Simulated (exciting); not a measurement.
# CdS (Hawleyite) (F-43m) in exciting: single point with PBE

Aim: the single point of CdS (Hawleyite) with PBE.

Program: exciting (release sodium). These are calculated values, not measurements. Logs are shortened: lines on timing, memory, paths and dates and some standing lists are left out, and cuts for length are marked.

**1. The crystal as given**

Symmetry: F-43m, No. 216, cubic system. The conventional cell has a = 5.833 Å, b = 5.833 Å, c = 5.833 Å, α = 90.00°, β = 90.00°, γ = 90.00°. Cd (site symmetry -43m) is surrounded by 4 S at 2.53 Å. S (site symmetry -43m) has 4 Cd at 2.53 Å as nearest neighbours.

**2. Single point, PBE**

The input, input.xml:

```xml
<input>
  <title>CdS</title>
  <structure speciespath="./" tshift="false">
    <crystal scale="1">
      <basevect>7.794277162771 0.000000000000 0.000000000000</basevect>
      <basevect>3.897138581385 6.750042027140 0.000000000000</basevect>
      <basevect>3.897138581385 2.250014009047 6.364000654248</basevect>
    </crystal>
    <species speciesfile="Cd.xml" rmt="2.3">
      <atom coord="0.000000000000 0.000000000000 0.000000000000"/>
    </species>
    <species speciesfile="S.xml" rmt="1.9">
      <atom coord="0.750000000000 0.750000000000 0.750000000000"/>
    </species>
  </structure>
  <groundstate do="fromscratch" ngridk="8 8 8" rgkmax="7.5" gmaxvr="14" lmaxapw="10" lmaxmat="10" lmaxvr="8" xctype="GGA_PBE" stype="Gaussian" swidth="0.00367493" nempty="10" ValenceRelativity="iora*" epsengy="1e-05" epspot="1e-05" maxscl="60" tforce="true" outputlevel="high"/>
  <properties>
    <chargedensityplot>
      <plot3d>
        <box grid="21 21 21">
          <origin coord="0 0 0"/>
          <point coord="1 0 0"/>
          <point coord="0 1 0"/>
          <point coord="0 0 1"/>
        </box>
      </plot3d>
    </chargedensityplot>
    <elfplot>
      <plot3d>
        <box grid="21 21 21">
          <origin coord="0 0 0"/>
          <point coord="1 0 0"/>
          <point coord="0 1 0"/>
          <point coord="0 0 1"/>
        </box>
      </plot3d>
    </elfplot>
    <exccplot>
      <plot3d>
        <box grid="21 21 21">
          <origin coord="0 0 0"/>
          <point coord="1 0 0"/>
          <point coord="0 1 0"/>
          <point coord="0 0 1"/>
        </box>
      </plot3d>
    </exccplot>
  </properties>
</input>
```

Potentials or basis: all-electron LAPW+lo, shipped species files, valence relativity iora*.

Run with:

```
$ OMP_NUM_THREADS=1 exciting_smp
```

INFO.OUT:

```text
================================================================================
EXCITING SODIUM started
[... 10 lines left out ...]

 Lattice vectors (cartesian) :
      7.7942771628      0.0000000000      0.0000000000
      3.8971385814      6.7500420271      0.0000000000
      3.8971385814      2.2500140090      6.3640006542

 Reciprocal lattice vectors (cartesian) :
      0.8061280316     -0.4654182361     -0.3291003908
      0.0000000000      0.9308364721     -0.3291003908
      0.0000000000      0.0000000000      0.9873011724

 Unit cell volume                           :     334.8208831652
 Brillouin zone volume                      :       0.7408445109

 Species :    1 (Cd)
     parameters loaded from                 :    Cd.xml
     name                                   :    cadmium
     nuclear charge                         :     -48.00000000
     electronic charge                      :      48.00000000
     atomic mass                            :  204912.71750000
     muffin-tin radius                      :       2.30000000
     # of radial points in muffin-tin       :     400

     atomic positions (lattice) :
       1 :   0.00000000  0.00000000  0.00000000

 Species :    2 (S)
     parameters loaded from                 :    S.xml
     name                                   :    sulphur
     nuclear charge                         :     -16.00000000
     electronic charge                      :      16.00000000
     atomic mass                            :   58452.74216000
     muffin-tin radius                      :       1.90000000
     # of radial points in muffin-tin       :     300

     atomic positions (lattice) :
       1 :   0.75000000  0.75000000  0.75000000

 Total number of atoms per unit cell        :       2

 Spin treatment                             :    spin-unpolarised

 Number of Bravais lattice symmetries       :      48
 Number of crystal symmetries               :      24

 k-point grid                               :       8    8    8
[... 47 lines left out ...]
********************************************************************************
 Output level for this task is set to high

++++++++++++++++++++++++++++++++++++++++++++++++++++++++++++++++++++++++++++++++
[... 5 lines left out ...]
+ SCF iteration number :    1                                                  +
++++++++++++++++++++++++++++++++++++++++++++++++++++++++++++++++++++++++++++++++
 Total energy                               :     -5992.56767017
 _______________________________________________________________
 Fermi energy                               :         0.12529715
 Kinetic energy                             :      6270.86397640
 Coulomb energy                             :    -12082.97233900
 Exchange energy                            :      -177.26086853
 Correlation energy                         :        -3.19843904
 Sum of eigenvalues                         :     -3584.73302930
 Effective potential energy                 :     -9855.59700570
 Coulomb potential energy                   :     -9620.46255769
 xc potential energy                        :      -235.13444802
 Hartree energy                             :      1944.75292459
 Electron-nuclear energy                    :    -13509.96840687
[... 646 lines left out ...]
 RMS change in effective potential (target) :  0.168186E-09  ( 0.100000E-04)
 Absolute change in total energy   (target) :  0.161001E-06  ( 0.100000E-04)
 Charge distance                   (target) :  0.184917E-09  ( 0.100000E-04)
 Abs. change in max-nonIBS-force   (target) :   0.00000      ( 0.500000E-04)

++++++++++++++++++++++++++++++++++++++++++++++++++++++++++++++++++++++++++++++++
| Convergency criteria checked for the last 2 iterations                       +
| Convergence targets achieved. Performing final SCF iteration                 +
++++++++++++++++++++++++++++++++++++++++++++++++++++++++++++++++++++++++++++++++
 Total energy                               :     -5995.26675401
 _______________________________________________________________
 Fermi energy                               :         0.13870725
 Kinetic energy                             :      6268.07151475
 Coulomb energy                             :    -12082.91195789
 Exchange energy                            :      -177.22456464
 Correlation energy                         :        -3.20174624
 Sum of eigenvalues                         :     -3585.42000168
 Effective potential energy                 :     -9853.49151643
 Coulomb potential energy                   :     -9618.39751496
 xc potential energy                        :      -235.09400148
 Hartree energy                             :      1946.75758621
 Electron-nuclear energy                    :    -13511.91268739
 Nuclear-nuclear energy                     :      -517.75685672
 Madelung energy                            :     -7273.71320041
 Core-electron kinetic energy               :         0.00000000
[... 14 lines left out ...]
 Estimated fundamental gap                  :         0.04197772
        valence-band maximum at    1      0.0000  0.0000  0.0000
     conduction-band minimum at    1      0.0000  0.0000  0.0000

++++++++++++++++++++++++++++++++++++++++++++++++++++++++++++++++++++++++++++++++
+ Self-consistent loop stopped                                                 +
++++++++++++++++++++++++++++++++++++++++++++++++++++++++++++++++++++++++++++++++
 STATE.OUT is written

--------------------------------------------------------------------------------
- Writing atomic positions and forces                                          -
--------------------------------------------------------------------------------

 Atomic positions (lattice) :
 atom     1  Cd  :     0.00000000    0.00000000    0.00000000
 atom     2   S  :     0.75000000    0.75000000    0.75000000

 Total atomic forces including IBS (cartesian) :
 atom     1  Cd  :    -0.00000000    0.00000000   -0.00000000
 atom     2   S  :     0.00000000   -0.00000000    0.00000000

 Atomic force components including IBS (cartesian) :
 atom     1  Cd  :    -0.00000000    0.00000000    0.00000000   HF force
                 :    -0.00000000   -0.00000000   -0.00000000   core correction
                 :     0.00000000   -0.00000000    0.00000000   IBS correction
 atom     2   S  :     0.00000000   -0.00000000   -0.00000000   HF force
                 :     0.00000000    0.00000000    0.00000000   core correction
                 :    -0.00000000    0.00000000   -0.00000000   IBS correction

********************************************************************************
* Groundstate module stopped                                                   *
********************************************************************************

================================================================================
| EXCITING SODIUM stopped                                                      =
================================================================================
```

It took 2.7 min on 1 thread of Arm Neoverse V1, shared host; peak memory 0.14 GiB.

Results:

```
Free energy                                       : -163139.5193 eV
Band gap on the k mesh                            : 1.14 eV, direct
All electrons inside the program's atomic spheres : Cd 45.99; S 13.56 (radii Cd 2.3, S 1.9 bohr)
```

PBE gaps usually lie below the measured ones, often by a third to a half.
